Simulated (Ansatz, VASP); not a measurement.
Two plane-wave programs on Zn

File INCAR:

```
SYSTEM = Zn
PREC = Accurate ; ENCUT = 520
EDIFF = 1E-7 ; ISMEAR = 1
SIGMA = 0.05 ; LREAL = .False.
LASPH = .True. ; NELM = 60
ALGO = Normal ; ISIF = 2
LWAVE = .False. ; LCHARG = .True.
GGA = PS ; LELF = .True.
LVHAR = .True. ; NBANDS = 12
```

Contents of KPOINTS:

```
Automatic mesh
0
Gamma
  10 10 10
  0 0 0
```

The input POSCAR:

```
Zn
1.0
   -1.6073212004      1.6073212004      1.6073212004
    1.6073212004     -1.6073212004      1.6073212004
    1.6073212004      1.6073212004     -1.6073212004
Zn
1
Direct
    0.0000000000      0.0000000000      0.0000000000
```

Input for Ansatz:

```yaml
crystal:
  lattice:
    - [-1.6073212003824486, 1.6073212003824486, 1.6073212003824486]
    - [1.6073212003824486, -1.6073212003824486, 1.6073212003824486]
    - [1.6073212003824486, 1.6073212003824486, -1.6073212003824486]
  atoms:
    - { symbol: Zn, position: [0.0, 0.0, 0.0] }
basis:
  ecutwfc: 476.19925930478996
kpoints:
  mp_grid:
    grid: [10, 10, 10]
hamiltonian:
  xc: pbesol
scf:
  algorithm: density_mixing
  convergence:
    dr2_threshold: 1.0e-07
  occupations:
    method: cold
    width: 0.05
  eigensolver:
    kind: auto
    full_accuracy: true
output:
  stress: true
```

This isn't the form of Zn at room conditions, which is hcp.

Alike in both runs: task single point; functional PBEsol; k mesh 10 × 10 × 10; no spin polarisation.

```csv
,VASP,Ansatz
version,VASP 6.6.1,Ansatz 0.2.0
potentials or method,"VASP PAW PBE potentials, release 64 (Zn)","plane waves, PAW"
plane-wave cutoff (eV),520,476
occupations,"methfessel-paxton of order 1, width 0.05 eV","cold, width 0.05 eV"
valence electrons in the cell,12,12
```

Ansatz gave:

- pressure (GPa): -8.6

Problem. Estimate VASP's values.

Solution. Pressure (GPa): -8.4.

Ansatz warned: «stress_scf_threshold_loose».

Caveats: the PAW data sets were made with another functional, which shifts forces and pressure a little (VASP).
